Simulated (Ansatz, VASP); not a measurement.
Hf: VASP beside Ansatz

The input INCAR:

```
  PREC = Accurate
  ENCUT = 520
  EDIFF = 1E-6
  ISMEAR = -1
  SIGMA = 0.1
  LREAL = F
  LASPH = T
  NELM = 60
  ALGO = Normal
  ISIF = 2
  LWAVE = F
  LCHARG = F
  GGA = CA
  NBANDS = 11
```

Contents of KPOINTS:

```
Automatic mesh
0
Gamma
  15 15 15
```

POSCAR

```
Hf
1.0
    2.5769457358      0.0000000000      0.0000000000
    0.0000000000      2.5769457358      0.0000000000
    0.0000000000      0.0000000000      2.5769457358
Hf
1
Direct
    0.0000000000      0.0000000000      0.0000000000
```

Input for Ansatz:

```yaml
crystal:
  lattice:
    - [2.5769457358, 0.0, 0.0]
    - [0.0, 2.5769457358, 0.0]
    - [0.0, 0.0, 2.5769457358]
  atoms:
    - { symbol: Hf, position: [0.0, 0.0, 0.0] }
kpoints:
  mp_grid: { grid: [15, 15, 15] }
scf:
  occupations: { method: fermi_dirac, width: 0.1 }
hamiltonian:
  xc: lda
  pseudopotentials: { kind: all_electron, lapw: { basis_error: 0.001 } }
output:
  forces: true
  stress: true
  eigenvalues: true
  populations: true
```

Change from the starting cell: volume scaled by 0.76, LAPW.

Alike in both runs: task single point; functional LDA; k mesh 15 × 15 × 15; occupations fermi-dirac, width 0.1 eV; no spin polarisation.

|  | VASP | Ansatz |
| --- | --- | --- |
| version | VASP 6.6.1 | Ansatz 0.2.0 |
| potentials or method | VASP PAW LDA potentials, release 64 (Hf_pv) | all-electron LAPW, scalar-relativistic |
| plane-wave cutoff (eV) | 520 | see its input |

```tsv
	VASP	Ansatz	Ansatz less VASP
pressure (GPa)	39.8	40.2	+0.40
```

Ansatz ran all-electron here, so the differences hold the error of VASP's frozen core and of both bases.

Caveats: so large a pressure means that the cell lies far from this level's equilibrium, or that cutoff or potentials fall short (VASP). The runs have no spin-orbit coupling, so splittings on Hf are missing.
